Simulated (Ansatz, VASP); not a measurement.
## InAs: VASP beside Ansatz

```
CELL_PARAMETERS angstrom
0.00000 3.04380 3.04380
3.04380 0.00000 3.04380
3.04380 3.04380 0.00000
ATOMIC_POSITIONS crystal
In 0.25000 0.25000 0.25000
As 0.00000 0.00000 0.00000
```

Alike in both runs: functional PBEsol; k mesh 12 × 12 × 12; occupations gaussian, width 0.1 eV; no spin polarisation.

Ansatz relaxed the structure, and its values are those at the end. VASP's run is a single point on that final structure, the one shown.

```csv
,VASP,Ansatz
version,VASP 6.6.1,Ansatz 0.2.0
potentials or method,"VASP PAW PBE potentials, release 64 (In_d, As)","scalar-relativistic, plane waves, PAW"
plane-wave cutoff (eV),520,420
valence electrons in the cell,18,28
```

```csv
,VASP,Ansatz,Ansatz less VASP
gap on the k mesh at the Fermi level (eV),none,none,-
pressure (GPa),0.1,0.0,-0.07
```

A gap of «none» marks a metal or a gap that the smearing closes. The two sets of potentials don't hold the same shells in valence. Ansatz warned: «pseudo_functional_mismatch».

Caveats: the PAW data sets were made with another functional, which shifts forces and pressure a little (VASP); this crystal is a semiconductor, whose small gap the functional closes, so the metal is an error of the method.
